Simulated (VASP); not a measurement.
Crystal: Ti.

```
Ti
1.0
     4.56737    0.00000    0.00000
    -2.28369    3.95546    0.00000
     0.00000    0.00000    2.82624
Ti
3
Direct
  0.00000 0.00000 0.00000
  0.33333 0.66667 0.50000
  0.66667 0.33333 0.50000
```

This isn't the form of Ti at room conditions, which is hcp.

* Program: VASP 6.6.1
* Task: relaxation of cell and atoms
* Functional: PBEsol
* Potentials or basis: VASP PAW PBE potentials, release 64 (Ti)
* Cutoff: 580 eV
* k mesh: 12 × 12 × 14
* Occupations: gaussian, width 0.1 eV
* Spin: no spin polarisation

At the start: pressure -5.3 GPa; volume 17.02 Å³/atom.

**Question.** How do energy, volume and symmetry change on relaxing?

**Answer.** Over 8 steps the energy falls by 13.0 meV/atom and the volume is 16.26 Å³/atom (-4.5 %); space group P6/mmm (No. 191, to 0.05 Å).

The path:
```csv
step,energy change (eV),largest force (eV/Å),pressure (GPa),volume (Å³)
1,0.0000,0.0000,-5.27,51.06
2,-0.0132,0.0000,4.89,47.03
3,-0.0389,0.0000,-0.01,48.79
4,-0.0389,0.0000,0.11,48.74
5,-0.0391,0.0000,0.11,48.74
6,-0.0391,0.0000,0.10,48.73
7,-0.0391,0.0000,-0.08,48.81
8,-0.0391,0.0000,0.01,48.77
```

Final structure:
```
CELL_PARAMETERS angstrom
4.49307 0.00000 0.00000
-2.24654 3.89111 0.00000
0.00000 0.00000 2.78962
ATOMIC_POSITIONS crystal
Ti 0.00000 0.00000 0.00000
Ti 0.33333 0.66667 0.50000
Ti 0.66667 0.33333 0.50000
```

Caveat: the PAW data sets were made with another functional, which shifts forces and pressure a little.
